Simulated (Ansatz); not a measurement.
BaSnO3 (cubic perovskite, space group No. 221), PBE in the plane-wave PAW code Ansatz. The conduction-band minimum lies at Γ, with 1 equivalent valley. Second derivatives d²E/dk² of the lowest band at one valley (eV·Å²), along Cartesian directions:

| direction | d²E/dk² |
|---|---|
| [100] | 58.51 |
| [010] | 58.51 |
| [001] | 58.51 |
| [110] | 58.49 |
| [101] | 58.49 |
| [011] | 58.49 |

Q: Find the principal effective masses, the density-of-states mass and the conductivity mass.

A: Off-diagonal terms follow from H_xy = H[110] − (H_xx + H_yy)/2, and m*/mₑ = 7.620 eV·Å² over each eigenvalue: 0.13, 0.13, 0.13. One valley's DOS mass (m₁m₂m₃)^(1/3) = 0.13, conductivity mass 3/(Σ 1/mᵢ) = 0.13 mₑ.

Q: What effective density of states Nc follows at 300 K for parabolic valleys?

A: Nc = 2.509e19 × 1 × (0.13)^(3/2) ≈ 1.2e18 cm⁻³.

Q: With the computed static dielectric constant 24.7 (mean of the diagonal), estimate a hydrogenic donor's binding energy and radius.

A: E = 13.606 eV × 0.13/24.7² ≈ 2.9 meV; a = 0.529 Å × ε/m* ≈ 100 Å. Semilocal masses tend to be too small where the gap is.

Space group Pm-3m (cubic perovskite). The PBE relaxation kept the symmetry of its start. At this level the phase is dynamically unstable (imaginary phonons). Scalar-relativistic: spin–orbit coupling is off unless named, which matters more the heavier the elements.

Potentials: the later of the program's two PAW sets.
